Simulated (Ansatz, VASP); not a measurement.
## W (W strained to the junction's net) in two plane-wave programs

Wanted: the spread between two codes on one cell, functional and k mesh. The structure shown is the end of the Ansatz relaxation below.

Calculated with Ansatz 0.2.0; plane waves, with VASP 6.6.1 beside it; single point at PBE.

**1. The structure**

Symmetry: I4/mmm, No. 139, tetragonal system. The conventional cell has a = 3.111 Å, b = 3.111 Å, c = 3.246 Å, α = 90.00°, β = 90.00°, γ = 90.00°. Nearest to W lie 8 W at 2.73 Å.

**2. Ansatz: relaxation, PBE**

Ansatz runs on its default PAW (the set named soft_2) files.

This run makes the geometry at which the two programs are then compared.

Input file input.yaml:

```yaml
crystal:
  lattice:
    - [3.111, 0.0, 0.0]
    - [0.0, 3.111, 0.0]
    - [0.0, 0.0, 3.2113]
  atoms:
    - { symbol: W, position: [0.0, 0.0, 0.0] }
    - { symbol: W, position: [0.5, 0.5, 0.5] }
kpoints:
  mp_grid: { grid: [12, 12, 10] }
scf:
  occupations: { method: fermi_dirac, width: 0.1 }
  max_iter: 150
hamiltonian:
  xc: pbe
relax:
  f_tol: 0.01
  max_steps: 40
  cell: { fix: [a, b, angles] }
```

Command:

```sh
> ansatz run input.yaml --threads 4 --pin off --max-ram 12288MiB --backend cpu --events-out ev --progress --plain --runs-dir out
```

Numbers of over 12 decimals in the logs are rounded to 6 here.

What it wrote:

```text
Engine: ansatz 0.2.0, x86_64-unknown-linux-gnu
Pseudopotentials: kind: paw
Pseudopotential: W, paw, valence charge 14, recommended cutoff 420 eV (normal), W.paw.azcp
Functional definition: PBE
  parameter kappa = 0.804
  parameter beta = 0.066725
  exchange = pbe_x(kappa = kappa, mu = beta*pi^2/3)
  correlation = pbe_c(beta = beta)
Crystal: 2 atoms, lattice volume = 31.080 Å³
Basis set: ecut = 420 eV, 619 PW (Γ), exchange–correlation on 48×48×48 points (8 copies of the dense FFT grid, shifted against one another)
Bands: 18, of which v1, the nominal top of the filled ones, is band 14 counted from 1 (13 counted from 0)
Symmetry: 32 space group operations
Space group: I4/mmm (ITA 139), of the structure as read, at distance tolerance 3.1e-5 Å
k-points: 168 of 1440
Non-local potential: W, projectors of the file, l = 0: 3, l = 1: 2, l = 2: 2, l = 3: 1
PAW form: soft (Blöchl's): semilocal exchange-correlation on the pseudo side does not see the compensation charge
PAW one-centre angular grid: W, 590 points (default); XC on 64 Gauss nodes
Initial density: superposition of atomic densities (neutral atoms: chi_scale 0, normalization atom), corrected by the library's trained network
Initial wavefunctions: pseudopotential atomic-orbital guess
Functional: x = pbe(κ = 0.804, μ = 0.219515), c = pbe(β = 0.066725)
SCF iter   1: F=—  HF=-20769.591878 eV  |F-HF|=—  |Δ(HF+E_count)|=         —  Δρ=2.09e-3  dr2=5.72e-4  ethr=1.77e-3  ⟨swp⟩=5.0  Hψ=12496  notcnv=0
preconditioner: auto → none  [metal: Δε(μ)=0.006 eV  Ē_g=5.750 eV  σ=0.100 eV  W_gap=0.02  n_scr=6 (ndim 8)  ℏωp=23.1 eV  f_vac=0.000  D(μ)=1.04/eV (n_scr^D=6)  sad-step TF]
SCF iter   2: F=—  HF=-20769.592530 eV  |F-HF|=—  |Δ(HF+E_count)|=   6.52e-4  Δρ=1.26e-3  dr2=2.24e-4  ethr=2.04e-6  ⟨swp⟩=2.5  Hψ=6713  notcnv=0
SCF iter   3: F=—  HF=-20769.592553 eV  |F-HF|=—  |Δ(HF+E_count)|=   2.37e-5  Δρ=2.85e-4  dr2=1.43e-5  ethr=7.99e-7  ⟨swp⟩=2.0  Hψ=5080  notcnv=0
SCF iter   4: F=—  HF=-20769.592539 eV  |F-HF|=—  |Δ(HF+E_count)|=   1.43e-5  Δρ=1.11e-4  dr2=1.64e-6  ethr=5.09e-8  ⟨swp⟩=2.9  Hψ=5425  notcnv=0
iter 5 did not close the SCF: its close was put off for the readings that it lacked (scf_convergence_deferred on its scf_iter line)
SCF iter   5: F=-20769.592539 eV  HF=-20769.592539 eV  |F-HF|=3.03e-9  |Δ(HF+E_count)|=   4.26e-7  Δρ=6.93e-6  dr2=6.52e-9  ethr=5.85e-9  ⟨swp⟩=2.0  Hψ=5172  notcnv=0
SCF iter   6: F=-20769.592539 eV  HF=-20769.592539 eV  |F-HF|=5.57e-10  |Δ(HF+E_count)|=   1.02e-9  Δρ=2.47e-6  dr2=7.70e-10  ethr=2.33e-11  ⟨swp⟩=1.6  Hψ=9691  notcnv=0
SCF 1 converged in 6 iterations: F = -20769.592539 eV  dr2 = 7.70e-10
  greatest PAW one-centre occupation: 1.000 electrons in one spin orbital (limit 2), on the W atom at site 1 (counted from 0), in its partial waves of l = 0
relax step   1: F+E_penalty+E_count = -20769.59253872 eV  Δ(F+E_penalty+E_count) = +0.000e0 eV  max|allowed force component| = 6.903e-31 eV/Å  Δτ_max = 0.0000 Å  P = +12.518 GPa  Ω = 31.080 Å³  fix = [a, b, alpha, beta, gamma]  reactions: a +16.030, b +16.030 GPa  (6 SCF iters, dr2 threshold 1.00e-7 eV, accepted)
[...]
relax step   2: F+E_penalty+E_count = -20769.56484499 eV  Δ(F+E_penalty+E_count) = +2.769e-2 eV  max|allowed force component| = 8.209e-30 eV/Å  Δτ_max = 0.0000 Å  P = +0.795 GPa  Ω = 32.261 Å³  energy of the carried Pulay correction = -5.794e-4 eV  fix = [a, b, alpha, beta, gamma]  (6 SCF iters, dr2 threshold 2.00e-7 eV, rejected (line search))
[...]
relax step   3: F+E_penalty+E_count = -20769.59794123 eV  Δ(F+E_penalty+E_count) = -5.403e-3 eV  max|allowed force component| = 2.810e-30 eV/Å  Δτ_max = 0.0000 Å  P = +8.546 GPa  Ω = 31.451 Å³  energy of the carried Pulay correction = -1.845e-4 eV  fix = [a, b, alpha, beta, gamma]  reactions: a +13.107, b +13.107 GPa  (6 SCF iters, accepted)
[...]
relax step   4: F+E_penalty+E_count = -20769.59802480 eV  Δ(F+E_penalty+E_count) = -8.356e-5 eV  max|allowed force component| = 6.903e-31 eV/Å  Δτ_max = 0.0000 Å  P = +8.911 GPa  Ω = 31.416 Å³  energy of the carried Pulay correction = -1.671e-4 eV  fix = [a, b, alpha, beta, gamma]  reactions: a +13.379, b +13.379 GPa  (7 SCF iters, dr2 threshold 2.00e-7 eV, accepted)
[...]
relax step   5: F+E_penalty+E_count = -20769.59819455 eV  Δ(F+E_penalty+E_count) = -1.698e-4 eV  max|allowed force component| = 4.092e-30 eV/Å  Δτ_max = 0.0000 Å  P = +8.910 GPa  Ω = 31.416 Å³  fix = [a, b, alpha, beta, gamma]  reactions: a +13.377, b +13.377 GPa  stress off target by 2.50e-2 GPa on what of the cell is left free  SCF on the basis re-selected at this cell (its energy is not comparable with the rows above)  (8 SCF iters)
basis re-selected at this cell: Δ(F+E_penalty+E_count) = -1.698e-4 eV, ΔP = -0.001 GPa vs the last step (what re-selecting the basis moved, of the pressure what is left beyond the Pulay correction that the steps carried, after the strain that the cell walked since its last selection, with what the two solves' SCF thresholds leave and, on support functions, any second-order correction that the steps lacked; it is no m [...]
SCF converged after 8 iterations
Free energy (F): -20769.598195 eV
Harris-Foulkes:  -20769.598195 eV  (|F-HF|=2.18e-11)
Internal energy: -20769.564003 eV  (E = F + TS)
E sigma→0 (E₀):  -20769.581099 eV
Entropy (-TS):   -0.034191 eV (-17.096 meV/atom)
Fermi energy:    22.842283 eV
--- Per-component energies (eV) ---
  E_band       = -156.277721
  E_kinetic    = 901.816908
  E_local      = -1184.692926  (includes V_loc(G=0)·N_el)
  E_nonlocal   = 0.827132
  E_hartree    = 427.155559
  E_xc         = -534.609990
  E_vxc        = -478.545729  (∫ρ·V_xc dr)
  E_paw        = -17125.027724  (= ΣΔE_a)
  E_vpaw       = -249.994103  (= ΣTr[D̂ρ^β])
  E_aug_tail   = -0.000123  (compensation charges beyond the density's cutoff)
  E_ewald      = -3255.032840
  E_smearing   = -0.034191  (= −TS)
  E_closure    = 0.000000  (closes the sum)
  Σ components = -20769.598195   (vs F -20769.598195, Δ=0.00e0)
--- Forces (eV/Å), atoms counted from 1 ---
  atom   1  W      0.00000000     0.00000000     0.00000000
  atom   2  W      0.00000000     0.00000000     0.00000000
  max |Σ_I F_I| component: 1.13e-29 eV/Å
--- Stress (GPa, compression-positive) ---
       13.377385      -0.000000       0.000000
       -0.000000      13.377385       0.000000
        0.000000       0.000000      -0.024951
  P = ⅓ Tr σ = 8.9099 GPa (89.099 kbar)
--- Relaxed structure (4 steps of the walk, 3 accepted, 1 SCFs on fresh bases) ---
  F+E_penalty+E_count = -20769.59819455 eV   max|allowed force component| = 4.092e-30 eV/Å   (the final SCF, on the basis selected at the relaxed cell)
  cell:  # Å, volume = 31.4162 Å³
    - [3.111, 0, 0.0]
    - [0, 3.111, 0.0]
    - [0.0, 0.0, 3.246037]
  atoms:
    - { symbol: W, position: [0.0, 0.0, 0.0] }
    - { symbol: W, position: [0.5, 0.5, 0.5] }
```

**3. VASP: single point, PBE**

The same cell, functional, mesh and smearing now go to VASP, with its own data sets.

Lines of VASP's logs that name or quote its potential files are left out, and so is its time.

Input file INCAR:

```
SYSTEM = W
PREC = Accurate
ENCUT = 600
EDIFF = 1E-06
NELM = 120
ISMEAR = -1
SIGMA = 0.1
LREAL = .FALSE.
ALGO = Normal
GGA = PE
NBANDS = 12
LASPH = .TRUE.
LORBIT = 11
LWAVE = .FALSE.
LCHARG = .FALSE.
ISIF = 2
GGA_COMPAT = .FALSE.
```

Input file POSCAR:

```
W
1.0
    3.1110000000      0.0000000000      0.0000000000
    0.0000000000      3.1110000000      0.0000000000
    0.0000000000      0.0000000000      3.2460370253
W
2
Direct
    0.0000000000      0.0000000000      0.0000000000
    0.5000000000      0.5000000000      0.5000000000
```

Input file KPOINTS:

```
Automatic mesh
0
Gamma
12 12 10
0 0 0
```

Potentials, in the order of the species: W (PBE family, release 64).

Command:

```sh
> mpirun -np 1 vasp_std
```

What it wrote:

```text
[banner, memory and clock lines left out]
running    1 mpi-ranks, on    1 nodes
 distrk:  each k-point on    1 cores,    1 groups
 distr:  one band on    1 cores,    1 groups

 POSCAR found type information on POSCAR W
 POSCAR found :  1 types and       2 ions
 LDA part: xc-table for (Slater+PW92), standard interpolation
 POSCAR, INCAR and KPOINTS ok, starting setup
 FFT: planning ... GRIDC
 FFT: planning ... GRID_SOFT
 FFT: planning ... GRID
 WAVECAR not read
 entering main loop
       N       E                     dE             d eps       ncg     rms          rms(c)
DAV:   1     0.396234151450E+02    0.39623E+02   -0.58827E+03  4032   0.989E+02
DAV:   2    -0.240703851266E+02   -0.63694E+02   -0.59012E+02  4816   0.242E+02
DAV:   3    -0.272884901762E+02   -0.32181E+01   -0.30829E+01  4976   0.440E+01
DAV:   4    -0.273362539102E+02   -0.47764E-01   -0.47643E-01  4388   0.543E+00
DAV:   5    -0.273365636302E+02   -0.30972E-03   -0.30970E-03  4852   0.414E-01    0.291E+01
DAV:   6    -0.263928093827E+02    0.94375E+00   -0.64921E-01  4360   0.572E+00    0.146E+01
DAV:   7    -0.260134767588E+02    0.37933E+00   -0.78319E-01  4720   0.624E+00    0.513E-01
DAV:   8    -0.260106875974E+02    0.27892E-02   -0.65182E-03  4280   0.563E-01    0.193E-01
DAV:   9    -0.260104297833E+02    0.25781E-03   -0.34396E-04  4896   0.117E-01    0.235E-02
DAV:  10    -0.260104368970E+02   -0.71137E-05   -0.81325E-06  4564   0.303E-02    0.187E-02
DAV:  11    -0.260104337156E+02    0.31814E-05   -0.14550E-06  2508   0.793E-03    0.585E-04
DAV:  12    -0.260104338760E+02   -0.16042E-06   -0.10319E-07  2184   0.316E-03
   1 F= -.26010434E+02 E0= -.25993472E+02  d E =-.339240E-01
```

Parts of OUTCAR (step 3):

```text
ion  position               nearest neighbor table
   1  0.000  0.000  0.000-   2 2.73   2 2.73   2 2.73   2 2.73   2 2.73   2 2.73   2 2.73   2 2.73

  LATTYP: Found a simple tetragonal cell.
 ALAT       =     3.1110000000
 C/A-ratio  =     1.0434063084

 Subroutine GETGRP returns: Found 16 space group operations
 (whereof 16 operations were pure point group operations)

The static configuration has the point symmetry D_4h.

 Found    168 irreducible k-points:

   k-points           NKPTS =    168   k-points in BZ     NKDIM =    168   number of bands    NBANDS=     12

   dimension x,y,z NGX =    28 NGY =   28 NGZ =   28
   dimension x,y,z NGXF=    56 NGYF=   56 NGZF=   56

   ENCUT  =  600.0 eV  44.10 Ry    6.64 a.u.   6.21  6.21  6.48*2*pi/ulx,y,z

   NELECT =      12.0000    total number of electrons

 k-points in reciprocal lattice and weights: Automatic mesh
   0.00000000  0.00000000  0.00000000       0.001
   0.08333333  0.00000000  0.00000000       0.003
   0.16666667  0.00000000  0.00000000       0.003
   0.25000000  0.00000000  0.00000000       0.003
   0.33333333  0.00000000  0.00000000       0.003
   0.41666667  0.00000000  0.00000000       0.003
   0.50000000  0.00000000  0.00000000       0.001
   0.08333333  0.08333333  0.00000000       0.003
   0.16666667  0.08333333  0.00000000       0.006
[...]
0.50000000  0.41666667  0.50000000       0.003
   0.50000000  0.50000000  0.50000000       0.001

 average (electrostatic) potential at core
       1 -37.7792       2 -37.7792

 E-fermi :   7.9078

 k-point     1 :       0.0000    0.0000    0.0000
  band No.  band energies     occupation
    ...
      2       1.9646      2.00000
      3       2.0893      2.00000
      4       6.4947      2.00000
      5       6.4947      2.00000
      6       7.0449      1.99964
      7       9.7793      0.00000
      8      10.5219      0.00000
      9      12.9883      0.00000
     10      13.1735      0.00000
     11      13.1735      0.00000
    ...

 k-point     2 :       0.0833    0.0000    0.0000
  band No.  band energies     occupation
    ...
      2       2.0693      2.00000
      3       2.2201      2.00000
      4       6.4670      2.00000
      5       6.5763      2.00000
      6       7.0122      1.99974
      7       9.7575      0.00000
      8      10.3872      0.00000
      9      12.2667      0.00000
     10      12.3199      0.00000
     11      12.9999      0.00000
    ...

 k-point     3 :       0.1667    0.0000    0.0000
  band No.  band energies     occupation
    ...
      2       2.3557      2.00000
      3       2.5999      2.00000
      4       6.4078      2.00000
      5       6.8195      1.99996
      6       6.9387      1.99988
      7       9.2822      0.00000
      8      10.4591      0.00000
      9      10.8810      0.00000
     10      11.0999      0.00000
     11      12.5139      0.00000
    ...

  Total        1.9438060      1.9438060     -0.7106694      0.0000000     -0.0000000      0.0000000
  in kB       99.1311207     99.1311207    -36.2430463      0.0000000     -0.0000000      0.0000000
  external PRESSURE =      54.0063984 kB  Pullay stress =       0.0000000 kB

  energy-cutoff  :      600.00
  volume of cell :       31.42
      direct lattice vectors                 reciprocal lattice vectors
     3.111000000  0.000000000  0.000000000     0.321440051  0.000000000  0.000000000
     0.000000000  3.111000000  0.000000000     0.000000000  0.321440051  0.000000000
     0.000000000  0.000000000  3.246037025     0.000000000  0.000000000  0.308067959

 POSITION                                       TOTAL-FORCE (eV/Angst)
 -----------------------------------------------------------------------------------
      0.00000      0.00000      0.00000        -0.000000     -0.000000     -0.000000
      1.55550      1.55550      1.62302         0.000000      0.000000      0.000000
 -----------------------------------------------------------------------------------
    total drift:                               -0.000000      0.000000      0.000000

  FREE ENERGIE OF THE ION-ELECTRON SYSTEM (eV)
  ---------------------------------------------------
  free  energy   TOTEN  =       -26.0104338760 eV

  energy  without entropy=      -25.9765099207  energy(sigma->0) =      -25.99347190

 total charge
# of ion       s       p       d       tot
------------------------------------------
    1        0.685   0.732   4.174   5.591
    2        0.685   0.732   4.174   5.591
--------------------------------------------------
tot          1.370   1.464   8.348  11.182

[... 3 further parts left out ...]
```

The run ends at a pressure of 5.40 GPa.

**4. Comparison**

Known differences besides the potentials themselves: the data sets hold 28 valence electrons in Ansatz (on its default PAW (the set named soft_2) files) and 12 in VASP; the cutoff is 420 eV in Ansatz and 600 eV in VASP; Ansatz's pressure holds a Pulay correction, VASP's none. Total energies have different zeros and are not compared.

Both answers:

```
      quantity  Ansatz  VASP  difference
pressure (GPa)    8.91  5.40       +3.51
```

**5. What came out**

```yaml
difference_in_pressure_single_point_pbe: 3.5 GPa
```

In words: The difference in pressure is 3.5 GPa (single point, PBE), beyond the 1 GPa picked in this series as the mark of a large difference. The data sets hold unlike numbers of valence electrons (28 in Ansatz and 12 in VASP), so part of the differences comes from the potentials. What causes the difference of the single point, PBE pair stays open here. How closely two codes agree says nothing of how well the functional describes the real material.

[Lines on the potential files, build, host, timing and source positions are cut from VASP's logs without a mark.]

[Logs are printed without paths, hosts, clocks, repeated set-up lines and the standing remarks that a program may print on its own settings, such as how far it seeks lower states.]

[Hosts, paths, dates, database ids (printed as entryN), source tags and the programs' standing remarks are cut or masked in the printed files.]
